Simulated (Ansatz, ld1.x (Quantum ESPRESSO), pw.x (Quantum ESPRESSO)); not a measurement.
barium: does the PAW potential hold in the solid?

```json
{"Element": "Ba (Z = 56)", "Generator": "ld1.x (Quantum ESPRESSO) 7.5", "Type": "PAW", "Functional": "PBE", "Relativity": "scalar-relativistic", "Frozen core": "[Kr] 4d10", "Valence charge": "10", "Reference configuration": "5s2 5p6 5d0 6s2 6p0", "Partial waves": "5s (bound): rcut 2.10, rcutus 2.40 bohr; 6s (bound): rcut 2.10, rcutus 2.40 bohr; 5p (bound): rcut 3.10, rcutus 3.40 bohr; 6p (bound, empty): rcut 3.10, rcutus 3.40 bohr; 5d (bound, empty): rcut 3.70, rcutus 4.55 bohr; 5d channel at 1.55 Ry: rcut 3.70, rcutus 4.55 bohr", "Local potential": "all-electron potential smoothed inside 4.20 bohr (lloc = -1)", "Core correction": "none", "Augmentation charge": "PSQ, inside the norm-conserving radii"}
```

Atomic tests: cutoffs needed: 10 Ry and 15 Ry (the cutoffs (Ry, on a coarse ladder) from which the occupation-weighted sum of valence levels, in a spherical-Bessel basis at the reference potential, stays within 10 and 1 mRy of its value at 400 Ry); ghost test: no extra level below or beside the all-electron valence levels (s, p, d, f tested) (spherical-Bessel basis up to 400 Ry, 20 bohr box); configuration tests: test run stopped at test 2 of 7 (negative rho).

Crystal test: sc Ba in pw.x 7.5, no spin, 8³ k-points, Fermi–Dirac smearing 0.01 Ry, cutoffs 40/320 Ry. The reference is all-electron LAPW (Ansatz 0.2.0) with the same functional, mesh and smearing; V0 and B0 come from Birch–Murnaghan fits to the pressures at five volumes. Errors are pseudo minus all-electron; Δ is the rms difference of the E(V) curves that follow from these fits, minima aligned, over ±6 % about the mean V0. Mesh and smearing are coarse, so the numbers serve the comparison and aren't converged zero-temperature values; the lattice is a test structure that the element need not adopt.

All-electron: a0 = 3.964 Å (V0 = 62.29 Å³/atom), B0 = 6.4 GPa.

Problem. How far does the potential miss the all-electron equation of state?

Solution. mean pressure error (GPa): +0.82. The pressure does not cross zero within the volumes sampled, so no fit is given. The largest radius (4.55 bohr) exceeds half the bond length (3.74 bohr), so the spheres overlap, which is one possible source of error among others. This is a poor potential for the solid. Atomic configuration tests: test run stopped at test 2 of 7 (negative rho).

```csv
V (Å³/atom),P all-electron (GPa),P pseudo (GPa)
59.094,0.37,1.43
60.649,0.18,1.10
62.204,0.01,0.81
63.759,-0.14,0.56
65.314,-0.28,0.34
```

Problem. At the middle volume, how do free energy and pressure move when the wave cutoff is lowered (ecutrho held at 320 Ry)?

Solution.

```json
{"cutoff (Ry)": "18", "shift of F (meV/atom)": "+4.4", "shift of P (GPa)": "-0.05"}
{"cutoff (Ry)": "24", "shift of F (meV/atom)": "+1.5", "shift of P (GPa)": "-0.01"}
{"cutoff (Ry)": "32", "shift of F (meV/atom)": "+0.3", "shift of P (GPa)": "-0.00"}
```

The run at the middle volume (35 k-points, 9 iterations) took about 15 s on one core of a shared host (Neoverse-V1, 32 threads, 247 GiB, load 11).
